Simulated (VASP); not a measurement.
# Pb7Se8 (a cell with a defect) in VASP: notebook

Runs on Pb7Se8 (a cell with a defect). Level: PBE. Tasks: single point.

Everything below comes from runs of VASP 6.6.1. Logs are shortened: lines on timing, memory, paths and dates and some standing lists are left out, and cuts for length are marked.

### 1 Starting point

The cell holds a defect, 15 atoms: a = 8.622 Å, b = 8.622 Å, c = 8.622 Å, α = 60.00°, β = 60.00°, γ = 60.00°.

### 2 Single point, PBE

File INCAR:

```
SYSTEM = Pb7Se8
  ALGO = Fast
  EDIFF = 1E-6
  ENCUT = 520
  GGA = PE
  ISIF = 2
  ISMEAR = -1
  LASPH = .TRUE.
  LCHARG = .FALSE.
  LREAL = Auto
  LWAVE = .FALSE.
  NBANDS = 86
  NELM = 80
  PREC = Accurate
  SIGMA = 0.05
```

File KPOINTS:

```
k-points
0
G
  2 2 2
  0 0 0
```

File POSCAR:

```
Pb7Se8
1.0
    0.0000000000      6.0969200000      6.0969200000
    6.0969200000      0.0000000000      6.0969200000
    6.0969200000      6.0969200000      0.0000000000
Se Pb
8 7
Direct
    0.2491513748      0.2503516530      0.2495166412
    0.2517457995      0.2528976926      0.7471280581
    0.2518255939      0.7477935581      0.2519869869
    0.2513757766      0.7481320076      0.7473960623
    0.7467923148      0.2527897693      0.2518829179
    0.7471483962      0.2524897817      0.7473945861
    0.7470536763      0.7482613352      0.2517183266
    0.7492294470      0.7504323494      0.7494739967
   -0.0011088386      0.0002398752      0.4995090144
   -0.0016691215      0.5005275615      0.0000901275
   -0.0012503034      0.5002806335      0.4996606483
    0.4988659028      0.0003156512     -0.0003351692
    0.4983298124      0.0004371059      0.4999189755
    0.4989651332      0.5000893074      0.0000466629
    0.4992267407      0.5003815861      0.4999439881
```

Potentials or basis: VASP PAW PBE potentials, release 64 (Se, Pb_d).

Started as:

```sh
$ cat potpaw_PBE.64/Se/POTCAR potpaw_PBE.64/Pb_d/POTCAR > POTCAR
$ mpirun -np 1 vasp_std > vasp.out
```

OUTCAR:

```text
SYSTEM = Pb7Se8
   EDIFF = 1E-6
   ENCUT = 520
   GGA = PE
   ISIF = 2
   ISMEAR = -1
   LASPH = .TRUE.
   LREAL = Auto
   NELM = 80
   PREC = Accurate

 ion  position               nearest neighbor table
   1  0.249  0.250  0.250-  14 3.05  13 3.05  12 3.05  11 3.05  10 3.05   9 3.05
   2  0.252  0.253  0.747-  15 3.02  12 3.05  13 3.05  11 3.05  10 3.05
   3  0.252  0.748  0.252-  15 3.02  12 3.05  14 3.05   9 3.05  11 3.05
   4  0.251  0.748  0.747-  15 3.02  13 3.04  14 3.05   9 3.05  10 3.05
   5  0.747  0.253  0.252-  15 3.02  10 3.04  14 3.05   9 3.05  13 3.05
   6  0.747  0.252  0.747-  15 3.02  11 3.04   9 3.05  14 3.05  12 3.05
   7  0.747  0.748  0.252-  15 3.02  10 3.04  11 3.05  12 3.05  13 3.05
   8  0.749  0.750  0.749-   9 3.05  10 3.05  11 3.05  12 3.05  13 3.05  14 3.05
   9  0.999  0.000  0.500-   8 3.05   5 3.05   3 3.05   6 3.05   1 3.05   4 3.05
  10  0.998  0.501  0.000-   5 3.04   7 3.04   8 3.05   1 3.05   2 3.05   4 3.05
  11  0.999  0.500  0.500-   6 3.04   7 3.05   8 3.05   1 3.05   2 3.05   3 3.05
  12  0.499  0.000  1.000-   3 3.05   2 3.05   1 3.05   8 3.05   7 3.05   6 3.05
  13  0.498  0.000  0.500-   4 3.04   1 3.05   2 3.05   7 3.05   8 3.05   5 3.05
  14  0.499  0.500  0.000-   1 3.05   3 3.05   5 3.05   4 3.05   6 3.05   8 3.05
  15  0.499  0.500  0.500-   2 3.02   4 3.02   3 3.02   6 3.02   5 3.02   7 3.02

  LATTYP: Found a face centered cubic cell.
 ALAT       =    12.1938400000

  Lattice vectors:

 A1 = (   0.0000000000,   6.0969200000,   6.0969200000)
 A2 = (   6.0969200000,   0.0000000000,   6.0969200000)
 A3 = (   6.0969200000,   6.0969200000,   0.0000000000)

Analysis of symmetry for initial positions (statically):
=====================================================================
 Subroutine PRICEL returns:
 Original cell was already a primitive cell.

 Routine SETGRP: Setting up the symmetry group for a
 face centered cubic supercell.

 Subroutine GETGRP returns: Found  1 space group operations
 (whereof  1 operations were pure point group operations)
 out of a pool of 48 trial point group operations.

The static configuration has the point symmetry C_1 .

Analysis of symmetry for dynamics (positions and initial velocities):
=====================================================================
 Subroutine PRICEL returns:
 Original cell was already a primitive cell.

 Routine SETGRP: Setting up the symmetry group for a
 face centered cubic supercell.

 Subroutine GETGRP returns: Found  1 space group operations
[... 128 lines left out ...]
   EFERMI_NEDOS =   21; number of points for ismear=-14 and -15
   IALGO  =     68    algorithm
   IMIX   =      4    mixing-type and parameters
     AMIX     =   0.40;   BMIX     =  1.00
     AMIX_MAG =   1.60;   BMIX_MAG =  1.00
  volume/ion in A,a.u.               =      30.22       203.92
  Fermi-wavevector in a.u.,A,eV,Ry     =   1.122204  2.120659 17.134397  1.259343
  Thomas-Fermi vector in A             =   2.258863
   LORBIT       =      0    0 simple, 1 ext, 2 COOP (PROOUT), +10 PAW based schemes
   GGA     = PE    functional components
   LHFCALC =     F    Hartree Fock is set to
   AEXX    =    0.0000 exact exchange contribution
   IVDW    =     0    specifies the selected vdW correction
   LEPSILON=     F    determine dielectric tensor
   LRPA    =     F    only Hartree local field effects (RPA)
 non-spin polarized calculation
 RMM-DIIS sequential band-by-band and
  energy-cutoff  :      520.00
  volume of cell :      453.27
 maximum number of plane-waves:     12278
   NGX = 33   NGY = 33   NGZ = 33

 number of electron     146.0000012 magnetization

 Free energy of the ion-electron system (eV)
  ---------------------------------------------------
  ext. energy  EPLUGINS =         0.00000000
  ---------------------------------------------------
  free energy    TOTEN  =       -59.85231397 eV

  energy without entropy =      -59.77843315  energy(sigma->0) =      -59.81537356

 E-fermi :   3.9026     XC(G=0):  -9.1668

 val. band max:        3.9024425364   @ k =   0.5000   0.5000   0.0000
 cond. band min:       3.9632260509   @ k =   0.0000   0.5000   0.0000
 fundamental gap:      0.0607835145
 Fermi energy:         3.9026395173

 k-point     1 :       0.0000    0.0000    0.0000
  band No.  band energies     occupation
      1     -12.7458      2.00000
      2     -12.6809      2.00000
      3     -12.6809      2.00000
      4     -12.6319      2.00000
      5     -12.6319      2.00000
      6     -12.6318      2.00000
[... 693 lines left out ...]
     84       7.9613      0.00000
     85       7.9708      0.00000
 [bands above 85 left out]

------------------------ aborting loop because EDIFF is reached ----------------------------------------

  FORCE on cell =-STRESS in cart. coord.  units (eV):
  Direction    XX          YY          ZZ          XY          YZ          ZX
  --------------------------------------------------------------------------------------
  -------------------------------------------------------------------------------------
  Total        1.2448010      1.2274663      1.2455147     -0.0007321      0.0044736      0.0002426
  in kB        4.3999629      4.3386907      4.4024857     -0.0025876      0.0158128      0.0008576
  external PRESSURE =       4.3803798 kB  Pullay stress =       0.0000000 kB

 VOLUME and BASIS-vectors are now :
 -----------------------------------------------------------------------------
  energy-cutoff  :      520.00
  volume of cell :      453.27
      direct lattice vectors                 reciprocal lattice vectors
     0.000000000  6.096920000  6.096920000    -0.082008621  0.082008621  0.082008621
     6.096920000  0.000000000  6.096920000     0.082008621 -0.082008621  0.082008621
     6.096920000  6.096920000  0.000000000     0.082008621  0.082008621 -0.082008621

 POSITION                                       TOTAL-FORCE (eV/Angst)
 -----------------------------------------------------------------------------------
      3.04766      3.04034      3.04543         0.001412      0.000252     -0.001365
      6.09708      6.09005      3.07677         0.000380     -0.004718      0.002661
      6.09558      3.07171      6.09460         0.003022      0.004122     -0.001807
      9.11811      6.08943      6.09392        -0.008191     -0.002651      0.000239
      3.07695      6.08884      6.09437         0.008282     -0.001364     -0.002227
      6.09621      9.11211      6.09471        -0.000275     -0.011700     -0.001516
      6.09680      6.08943      9.11682         0.001791     -0.001278     -0.011309
      9.14481      9.13747      9.14332        -0.000656      0.001375     -0.005031
      3.04693      9.13563      6.09162         0.001303      0.005649      0.001358
      3.05223      6.08729      9.13842        -0.004693      0.000058      0.003665
      6.09656      9.13569      9.13947         0.003128      0.004112      0.003269
      6.09680      9.13642      3.04347        -0.001696      0.002177      0.002354
      3.05063      6.08624      3.04094         0.001751      0.006805      0.001189
      3.04929      3.04243      6.09115        -0.001952     -0.001706      0.006958
      6.09890      6.09186      6.09453        -0.003604     -0.001132      0.001562
 -----------------------------------------------------------------------------------
    total drift:                               -0.003301      0.015845      0.021530

  FREE ENERGIE OF THE ION-ELECTRON SYSTEM (eV)
  ---------------------------------------------------
  free  energy   TOTEN  =       -59.8523139682 eV

  energy  without entropy=      -59.7784331541  energy(sigma->0) =      -59.81537356
```

It took 8.1 min on 1 thread of AMD EPYC 9R45 (Zen 5), shared host; peak memory 0.63 GiB.

Results:

| Property | Result |
| --- | --- |
| Free energy | -59.8523 eV |
| Pressure | 0.4 GPa |
| Largest force | 0.012 eV/Å |
| Band gap on the k mesh | none (metal or under the smearing width) |

Forces in eV/Å, atoms in the order of the input:
```
Se   0.001  0.000 -0.001
Se   0.000 -0.005  0.003
Se   0.003  0.004 -0.002
Se  -0.008 -0.003  0.000
Se   0.008 -0.001 -0.002
Se   0.000 -0.012 -0.002
Se   0.002 -0.001 -0.011
Se  -0.001  0.001 -0.005
Pb   0.001  0.006  0.001
Pb  -0.005  0.000  0.004
Pb   0.003  0.004  0.003
Pb  -0.002  0.002  0.002
Pb   0.002  0.007  0.001
Pb  -0.002 -0.002  0.007
Pb  -0.004 -0.001  0.002
```

Caveat: the k mesh is coarse (spacing up to 0.45 Å⁻¹), so the values aren't converged. Spin-orbit coupling is left out, which matters for the levels of Pb.

### 3 Single point, PBE

File INCAR:

```
SYSTEM = Pb7Se8
PREC = Accurate ; ENCUT = 520
EDIFF = 1E-6 ; ISMEAR = -1
SIGMA = 0.05 ; LREAL = Auto
LASPH = .TRUE. ; NELM = 80
ALGO = Fast ; ISIF = 2
LWAVE = .FALSE. ; LCHARG = .TRUE.
GGA = PE ; LELF = .TRUE.
LVHAR = .TRUE. ; NBANDS = 86
```

File KPOINTS:

```
Automatic mesh
0
G
  2 2 2
  0 0 0
```

File POSCAR:

```
Pb7Se8
1.0
    0.0000000000      6.0969200000      6.0969200000
    6.0969200000      0.0000000000      6.0969200000
    6.0969200000      6.0969200000      0.0000000000
Se Pb
8 7
Direct
    0.2431798351      0.2390580818      0.2725827139
    0.2982395209      0.2461647028      0.7536542221
    0.2249008516      0.7412612434      0.2586542877
    0.2439911463      0.7771885641      0.7329081733
    0.7542877387      0.2669287115      0.2225759892
    0.7000562579      0.2461657689      0.7536685736
    0.7733174291      0.7412515664      0.2586587162
    0.7548297337      0.7274098233      0.7609323232
   -0.0168262828     -0.0015418441      0.4890653806
    0.0147253859      0.5108998478      0.0017202948
   -0.0011662446      0.3897342429      0.6106646471
    0.4989761224     -0.0410688512      0.0412517304
    0.5272389994     -0.0015707931      0.4891266410
    0.4706087664      0.5109437224      0.0016634629
    0.4990860139      0.5277716454      0.4722076885
```

Potentials or basis: VASP PAW PBE potentials, release 64 (Se, Pb_d).

Started as:

```sh
$ cat potpaw_PBE.64/Se/POTCAR potpaw_PBE.64/Pb_d/POTCAR > POTCAR
$ mpirun -np 1 vasp_std > vasp.out
```

Run time: 7.7 min. Hardware: 1 thread of AMD EPYC 9R45 (Zen 5), shared host; peak memory 0.62 GiB.

Results (log left out):

* Free energy: -59.3125 eV
* Pressure: 0.5 GPa
* Largest force: 0.593 eV/Å
* Band gap on the k mesh: none (metal or under the smearing width)

Forces in eV/Å, atoms in the order of the input:
```
Se  -0.062 -0.026  0.028
Se   0.000 -0.045 -0.148
Se   0.000  0.072 -0.019
Se  -0.076  0.066 -0.067
Se   0.078  0.066 -0.068
Se  -0.001  0.144  0.043
Se   0.001  0.022 -0.066
Se   0.065 -0.027  0.028
Pb   0.022  0.035  0.007
Pb  -0.025 -0.009 -0.037
Pb  -0.003 -0.417  0.421
Pb  -0.002 -0.001  0.003
Pb   0.025 -0.008 -0.037
Pb  -0.022  0.036  0.008
Pb  -0.001  0.094 -0.094
```

Stress tensor (GPa, compression positive):
```
-0.02  0.00  0.00
 0.00  0.71  0.06
 0.00  0.06  0.71
```

Levels at points of the mesh, in eV from the Fermi level:
```
           k point  band 69  band 70  band 71  band 72  band 73  band 74  band 75  band 76  band 77  band 78
(0.00, 0.00, 0.00)    -0.88    -0.67    -0.61    -0.22     0.22     0.49     0.74     1.19     1.33     1.42
(0.50, 0.00, 0.00)    -1.09    -0.82    -0.74    -0.73    -0.34    -0.05     2.24     2.56     2.66     2.91
(0.00, 0.50, 0.00)    -1.09    -0.97    -0.80    -0.73    -0.51     0.02     1.97     2.69     2.79     3.08
(0.00, 0.00, 0.50)    -1.09    -0.97    -0.80    -0.73    -0.51     0.02     1.97     2.69     2.79     3.08
(0.50, 0.50, 0.50)    -1.09    -0.82    -0.74    -0.73    -0.34    -0.05     2.24     2.56     2.66     2.91
(0.50, 0.50, 0.00)    -0.71    -0.26    -0.15    -0.13     0.02     0.24     1.74     1.94     2.03     2.06
(0.00, 0.50, 0.50)    -0.81    -0.55    -0.24    -0.13    -0.06     0.00     1.59     1.86     2.36     2.40
(0.50, 0.00, 0.50)    -0.71    -0.26    -0.15    -0.13     0.02     0.24     1.74     1.94     2.03     2.06
```

Caveat: the k mesh is coarse (spacing up to 0.45 Å⁻¹), so the values aren't converged. The run has no spin-orbit coupling, so splittings on Pb are missing.

### 4 Single point, PBE

File INCAR:

```
SYSTEM = Pb7Se8
ALGO = Fast ; EDIFF = 1E-6
ENCUT = 520 ; GGA = PE
ISIF = 2 ; ISMEAR = -1
LASPH = .TRUE. ; LCHARG = .FALSE.
LREAL = Auto ; LWAVE = .FALSE.
NBANDS = 86 ; NELM = 60
PREC = Accurate ; SIGMA = 0.05
```

File KPOINTS:

```
k-points
0
G
  2 2 2
  0 0 0
```

File POSCAR:

```
Pb7Se8
1.0
    0.0000000000      6.0969200000      6.0969200000
    6.0969200000      0.0000000000      6.0969200000
    6.0969200000      6.0969200000      0.0000000000
Se Pb
8 7
Direct
    0.2326050694      0.2326552587      0.2999384115
    0.3302298538      0.2503888849      0.7494474259
    0.2157147379      0.7490564908      0.2508498553
    0.2312555356      0.8031723395      0.7322594851
    0.7671969617      0.2673468735      0.1962037389
    0.6681485078      0.2503751074      0.7494618594
    0.7824801703      0.7490677260      0.2508333716
    0.7657568084      0.6993969086      0.7668952520
   -0.0180188521     -0.0104297744      0.4879471110
    0.0160148895      0.5119503782      0.0104138647
   -0.0017676138      0.2509409669      0.7506249057
    0.4990176187     -0.0519617282      0.0520009283
    0.5382792459     -0.0104081241      0.4879649889
    0.4593800640      0.5119959750      0.0104276422
    0.4989160101      0.5522252219      0.4480690250
```

Started as:

```sh
$ cat potpaw_PBE.64/Se/POTCAR potpaw_PBE.64/Pb_d/POTCAR > POTCAR
$ mpirun -np 1 vasp_std > vasp.out
```

It took 8.3 min on 1 thread of AMD EPYC 9R45 (Zen 5), shared host; peak memory 0.63 GiB.

It converged, with:

```yaml
Free_energy: -59.0395 eV
Pressure: 0.4 GPa
Largest_force: 0.031 eV/Å
Band_gap_on_the_k_mesh: none (metal or under the smearing width)
```

Forces on the atoms (eV/Å):
```
Se  -0.014 -0.006  0.004
Se  -0.001  0.002 -0.018
Se   0.000 -0.014 -0.007
Se  -0.030  0.001 -0.009
Se   0.016  0.001 -0.007
Se  -0.001  0.013 -0.004
Se   0.000  0.005  0.017
Se   0.001 -0.005 -0.001
Pb  -0.006  0.003  0.007
Pb   0.010 -0.001  0.000
Pb   0.012  0.007  0.001
Pb   0.005 -0.007  0.011
Pb  -0.006 -0.001 -0.003
Pb   0.010  0.002  0.005
Pb   0.004  0.000  0.005
```

Stress tensor (GPa, compression positive):
```
-0.67  0.00  0.00
 0.00  0.91 -0.90
 0.00 -0.90  0.91
```

Levels at points of the mesh, in eV from the Fermi level:
```
           k point  band 69  band 70  band 71  band 72  band 73  band 74  band 75  band 76  band 77  band 78
(0.00, 0.00, 0.00)    -0.98    -0.85    -0.81    -0.54    -0.40     0.40     0.77     1.29     1.32     1.52
(0.50, 0.00, 0.00)    -1.05    -1.05    -0.80    -0.60    -0.36     0.81     1.31     1.97     2.25     2.54
(0.00, 0.50, 0.00)    -1.27    -1.06    -0.92    -0.80    -0.41    -0.24     1.16     2.22     2.32     2.86
(0.00, 0.00, 0.50)    -1.27    -1.06    -0.92    -0.80    -0.41    -0.24     1.16     2.22     2.32     2.86
(0.50, 0.50, 0.50)    -1.05    -1.05    -0.80    -0.60    -0.36     0.81     1.31     1.97     2.25     2.54
(0.50, 0.50, 0.00)    -0.73    -0.54    -0.09    -0.08     0.30     0.80     1.39     1.60     1.69     1.99
(0.00, 0.50, 0.50)    -1.02    -1.01    -0.42    -0.34    -0.17    -0.05     1.62     1.90     2.16     2.24
(0.50, 0.00, 0.50)    -0.73    -0.54    -0.09    -0.08     0.29     0.80     1.39     1.60     1.69     2.00
```

Caveat: the k mesh is coarse (spacing up to 0.45 Å⁻¹), so the values aren't converged. Spin-orbit coupling is left out, which matters for the levels of Pb.

[end of part 1 of 2]
